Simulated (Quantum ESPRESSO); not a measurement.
SnO2 (Cassiterite):

```
CELL_PARAMETERS angstrom
4.73800 0.00000 0.00000
0.00000 4.73800 0.00000
0.00000 0.00000 3.18650
ATOMIC_POSITIONS crystal
Sn 0.50000 0.50000 0.50000
Sn 0.00000 0.00000 0.00000
O 0.80710 0.19290 0.50000
O 0.69290 0.69290 0.00000
O 0.19290 0.80710 0.50000
O 0.30710 0.30710 0.00000
```

| Quantity | Value |
| --- | --- |
| Program | Quantum ESPRESSO 7.5 |
| Task | single point |
| Functional | PBE |
| Potentials or basis | SSSP 1.3 efficiency PBE |
| Cutoff | 816 eV |
| Density cutoff | 6531 eV |
| k mesh | 6 × 6 × 8 |
| Occupations | fermi-dirac, width 0.05 eV |
| Spin | no spin polarisation |

On this cell: pressure 11.6 GPa; largest force 0.285 eV/Å; band gap on the k mesh 1.27 eV, direct.

The same run follows on a disturbed copy (atoms moved at random, drawn with an rms of 0.05 Å):

```
CELL_PARAMETERS angstrom
4.73800 0.00000 0.00000
0.00000 4.73800 0.00000
0.00000 0.00000 3.18650
ATOMIC_POSITIONS crystal
Sn 0.50136 0.50951 0.49746
Sn 0.99024 0.00615 0.99822
O 0.80742 0.19471 0.50555
O 0.69731 0.69922 0.00342
O 0.20807 0.81229 0.50986
O 0.30845 0.30649 0.98763
```

**Question.** What does the disturbed cell give?

**Answer.** The energy moves by +17.3 meV/atom; pressure 11.6 GPa; largest force 1.763 eV/Å; band gap on the k mesh 1.16 eV, direct.

Forces in eV/Å, atoms in the order of the input:
```
Sn  -0.225 -0.853 -0.081
Sn   1.655 -0.219  0.567
O   -0.522  0.600 -0.448
O    0.062 -0.276 -0.141
O   -0.999  0.658 -0.418
O    0.030  0.090  0.522
```

Stress tensor (GPa, compression positive):
```
10.43 -0.19 -0.62
-0.19 11.17 -0.86
-0.62 -0.86 13.24
```

Caveats: spin-orbit coupling is left out, which moves the levels of the heavy elements.

